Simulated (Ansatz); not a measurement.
The cell is the one relaxed in the Materials Project (mp-1690), not relaxed further here; entries there can be hypothetical.

An input for TaS₂ and the output that it gave: DFT, PBE, PAW with Ansatz's default frozen-core files, scalar-relativistic (Ansatz 0.2.0).

```yaml
crystal:
  lattice:
    - [3.3828573416, 0.0, 0.0]
    - [-1.6914286708, 2.9296403952, 0.0]
    - [0.0, 0.0, 6.16797857]
  atoms:
    - { symbol: Ta, position: [0.0, 0.0, 0.0] }
    - { symbol: S, position: [0.6666666667, 0.3333333333, 0.75428212] }
    - { symbol: S, position: [0.3333333333, 0.6666666667, 0.24571788] }
kpoints:
  mp_grid: { grid: [12, 12, 6] }
  band_path:
    path:
      - [0.0, 0.0, 0.0]
      - [0.5, 0.0, 0.0]
      - [0.3333333333, 0.3333333333, 0.0]
      - [0.0, 0.0, 0.0]
      - [0.0, 0.0, 0.5]
      - [0.5, 0.0, 0.5]
      - [0.3333333333, 0.3333333333, 0.5]
      - [0.0, 0.0, 0.5]
      - [0.5, 0.0, 0.5]
    npoints: 8
scf:
  occupations: { method: fermi_dirac, width: 0.08 }
hamiltonian:
  xc: pbe
  pseudopotentials: { kind: paw }
output:
  forces: true
  stress: true
  eigenvalues: true
  efg: { contact_densities: true }
  populations: true
  bader: true
  dos: { projected: true, de: 0.2, e_range: [-14, 8] }
```

The log:

```
Ta: output.efg is read without spin–orbit coupling, which moves field gradients at and beside such atoms by some per cent and up to a factor of two; PAW files take it under magnetization.noncollinear and magnetization.spin_orbit
Engine: ansatz 0.2.0
Pseudopotentials: kind: paw
Pseudopotential: Ta, paw, valence charge 13, recommended cutoff 420 eV (normal)
Pseudopotential: S, paw, valence charge 6, recommended cutoff 420 eV (normal)
Functional definition: PBE
  parameter kappa = 0.804
  parameter beta = 0.06672455060314922
  exchange = pbe_x(kappa = kappa, mu = beta*pi^2/3)
  correlation = pbe_c(beta = beta)
Crystal: 3 atoms, lattice volume = 61.128 Å³
Basis set: ecut = 420 eV, 1185 PW (Γ), exchange–correlation on 48×48×90 points (8 copies of the dense FFT grid, shifted against one another)
Bands: 17, of which v1, the nominal top of the filled ones, is band 13 counted from 1 (12 counted from 0)
Symmetry: 12 space group operations
Space group: P-3m1 (ITA 164), of the structure as read, at distance tolerance 3.9e-5 Å
k-points: 100 of 864
Non-local potential: Ta, projectors of the file, l = 0: 3, l = 1: 2, l = 2: 2, l = 3: 1
Non-local potential: S, projectors of the file, l = 0: 2, l = 1: 2, l = 2: 2
PAW form: soft (Blöchl's): semilocal exchange-correlation on the pseudo side does not see the compensation charge
PAW one-centre angular grid: Ta, 590 points (default); XC on 64 Gauss nodes
PAW one-centre angular grid: S, 110 points (default); XC on 64 Gauss nodes
Initial density: superposition of atomic densities (neutral atoms: chi_scale 0, normalization atom), corrected by the library's trained network
Initial wavefunctions: pseudopotential atomic-orbital guess
Functional: x = pbe(κ = 0.804, μ = 0.2195149727645171), c = pbe(β = 0.06672455060314922)
SCF iter   1: F=—  HF=-11739.503618 eV  |F-HF|=—  |Δ(HF+E_count)|=         —  Δρ=1.80e-3  dr2=1.47e-3  ethr=1.77e-3  ⟨swp⟩=5.7  Hψ=9538  notcnv=0
preconditioner: auto → LDOS  [metal: Δε(μ)=0.024 eV  Ē_g=8.692 eV  σ=0.080 eV  W_gap=0.08  n_scr=10 (ndim 8)  ℏωp=19.6 eV  f_vac=0.020  D(μ)=1.53/eV (n_scr^D=4)  β→1.0]
SCF iter   2: F=—  HF=-11739.503596 eV  |F-HF|=—  |Δ(HF+E_count)|=   2.21e-5  Δρ=7.04e-4  dr2=5.93e-4  ethr=5.90e-6  ⟨swp⟩=2.3  Hψ=3761  notcnv=0
SCF iter   3: F=—  HF=-11739.503462 eV  |F-HF|=—  |Δ(HF+E_count)|=   1.33e-4  Δρ=2.57e-4  dr2=5.39e-5  ethr=2.37e-6  ⟨swp⟩=2.0  Hψ=2550  notcnv=0
SCF iter   4: F=—  HF=-11739.503468 eV  |F-HF|=—  |Δ(HF+E_count)|=   5.34e-6  Δρ=5.83e-5  dr2=2.33e-6  ethr=2.16e-7  ⟨swp⟩=2.0  Hψ=2356  notcnv=0
SCF iter   5: F=—  HF=-11739.503468 eV  |F-HF|=—  |Δ(HF+E_count)|=   4.34e-8  Δρ=1.22e-5  dr2=1.01e-7  ethr=9.30e-9  ⟨swp⟩=2.0  Hψ=2474  notcnv=0
SCF iter   6: F=-11739.503468 eV  HF=-11739.503468 eV  |F-HF|=4.18e-11  |Δ(HF+E_count)|=   7.34e-9  Δρ=1.56e-6  dr2=1.39e-9  ethr=4.00e-10  ⟨swp⟩=5.8  Hψ=7099  notcnv=0
SCF 1 converged in 6 iterations: F = -11739.503468 eV  dr2 = 1.39e-9
  greatest PAW one-centre occupation: 0.999 electrons in one spin orbital (limit 2), on the Ta atom at site 0 (counted from 0), in its partial waves of l = 0
NSCF: frozen V_eff on 65 k-points
SCF converged after 6 iterations
Free energy (F): -11739.503468 eV
Harris-Foulkes:  -11739.503468 eV  (|F-HF|=4.18e-11)
Internal energy: -11739.471785 eV  (E = F + TS)
E sigma→0 (E₀):  -11739.487627 eV
Entropy (-TS):   -0.031682 eV (-10.561 meV/atom)
Fermi energy:    9.651335 eV
--- Per-component energies (eV) ---
  E_band       = -210.146332
  E_kinetic    = 579.549105
  E_local      = -1531.129261  (includes V_loc(G=0)·N_el)
  E_nonlocal   = 71.014974
  E_hartree    = 586.289856
  E_xc         = -413.006297
  E_vxc        = -379.333167  (∫ρ·V_xc dr)
  E_paw        = -9597.114917  (= ΣΔE_a)
  E_vpaw       = -122.827907  (= ΣTr[D̂ρ^β])
  E_aug_tail   = 0.000144  (compensation charges beyond the density's cutoff)
  E_ewald      = -1435.075389
  E_smearing   = -0.031682  (= −TS)
  E_closure    = 0.000000  (closes the sum)
  Σ components = -11739.503468   (vs F -11739.503468, Δ=0.00e0)
--- Forces (eV/Å), atoms counted from 1 ---
  atom   1  Ta     0.00000000     0.00000000     0.00000000
  atom   2  S      0.00000000     0.00000000    -0.19498074
  atom   3  S     -0.00000000     0.00000000     0.19498074
  max |Σ_I F_I| component: 1.16e-18 eV/Å
--- Stress (GPa, compression-positive) ---
        0.733906       0.000000       0.000000
        0.000000       0.733906       0.000000
        0.000000      -0.000000       2.529617
  P = ⅓ Tr σ = 1.3325 GPa (13.325 kbar)
--- PAW observables at the nuclei: V_zz in 10²¹ V/m², potentials from the cell's mean, atoms counted from 1 ---
  atom   1  Ta V_zz =   -16.733289   η = 0.0000   by run symmetry: allowed
            electrostatic potential = -14486.922065 V   contact ρ = 8154466.740969 e/Å³
  atom   2  S  V_zz =    -1.294734   η = 0.0000   by run symmetry: allowed
            electrostatic potential = -1636.594938 V   contact ρ = 19769.635530 e/Å³
  atom   3  S  V_zz =    -1.294734   η = 0.0000   by run symmetry: allowed
            electrostatic potential = -1636.594938 V   contact ρ = 19769.635530 e/Å³
--- Band table (eV; the first three rows and the last of 100) ---
  k-point 0: bands = ["-59.2153", "-25.6646", "-25.6580", "-25.6580", "-5.1728", "-3.4284", "2.9977", "5.6925", "5.6925", "8.0435", "8.8521", "8.8521", "9.7356", "9.7356", "9.8136", "13.5132", "13.5132"]
  k-point 1: bands = ["-59.2153", "-25.6646", "-25.6580", "-25.6580", "-5.1335", "-3.5047", "3.1830", "5.6972", "5.6972", "7.5442", "8.8297", "8.8297", "9.7314", "9.7314", "10.1220", "13.5759", "13.5759"]
  k-point 2: bands = ["-59.2153", "-25.6647", "-25.6580", "-25.6580", "-5.0442", "-3.6652", "3.6278", "5.7066", "5.7066", "6.7022", "8.7859", "8.7859", "9.7232", "9.7232", "10.4943", "13.7047", "13.7047"]
  k-point 99: bands = ["-59.2028", "-25.8393", "-25.8393", "-25.6078", "-3.1816", "-3.1816", "4.3107", "4.3345", "4.3345", "6.0056", "6.1216", "6.1216", "10.9572", "11.0446", "11.0446", "14.4326", "14.4326"]
--- Löwdin populations: 3 sites ---
  site symbol       q [e]
     0     Ta     12.3879
     1      S      6.2087
     2      S      6.2087
  spilling = 0.007791 (of n_electrons = 25.000000)
--- Bader charges: 3 sites ---
  site symbol  charge [e]  shift [e]
     0     Ta      1.8563     0.0051
     1      S     -0.9280     0.0026
     2      S     -0.9283     0.0026
  estimated error of the sums over rays = 9.0e-4 e
```

Spin polarisation is left out, and whether a magnetic state lies lower isn't shown here.
